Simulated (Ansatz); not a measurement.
**AlAu2 under changes of volume**

One of the cells (16.388 Å³/atom); the others are scaled copies at fixed shape and fractional positions:

```
CELL_PARAMETERS angstrom
-1.67151 1.67151 4.39908
1.67151 -1.67151 4.39908
1.67151 1.67151 -4.39908
ATOMIC_POSITIONS crystal
Au 0.34373 0.34373 0.00000
Au 0.65627 0.65627 0.00000
Al 0.00000 0.00000 0.00000
```

The cell comes from a database or a generator and needn't be the stable form of this composition.

| Quantity | Value |
| --- | --- |
| Program | Ansatz 0.2.0 |
| Functional | LDA |
| Potentials or basis | Ansatz PAW |
| Cutoff | 420 eV (not typed: the program's choice for these potentials) |
| k mesh | 11 × 11 × 11 |
| Occupations | fermi-dirac, width 0.05 eV |
| Spin | no spin polarisation |

```tsv
volume (Å³/atom)	energy over the lowest point (meV/atom)	pressure (GPa)	largest force (eV/Å)
15.405	4.08	4.0	0.125
15.732	0.00	0.2	0.088
16.060	3.17	-3.1	0.054
16.388	12.67	-6.0	0.022
16.716	?	?	?
17.043	47.45	-10.7	0.033
17.371	71.39	-12.6	0.058
```

**Question.** What does the run at 16.716 Å³/atom give?

**Answer.** Energy over the lowest point 27.67 meV/atom; pressure -8.5 GPa; largest force 0.006 eV/Å.

Worked out: A Birch-Murnaghan fit of order 3 (a polynomial in V^(-2/3)) to the other rows has its minimum at 15.75 Å³/atom with B0 = V·E''(V) = 169 GPa and B' = 5.6 at fixed shape and positions, which overstates the stiffness. It gives 27.70 meV/atom at 16.716 Å³/atom, against the run's 27.67, and -dE/dV = -8.6 GPa, against -8.5.

Energies are extrapolated to zero smearing.

Caveats: the PAW data sets come from PBE, with cores solved anew for the run's functional, which leaves a small shift of forces and pressure.
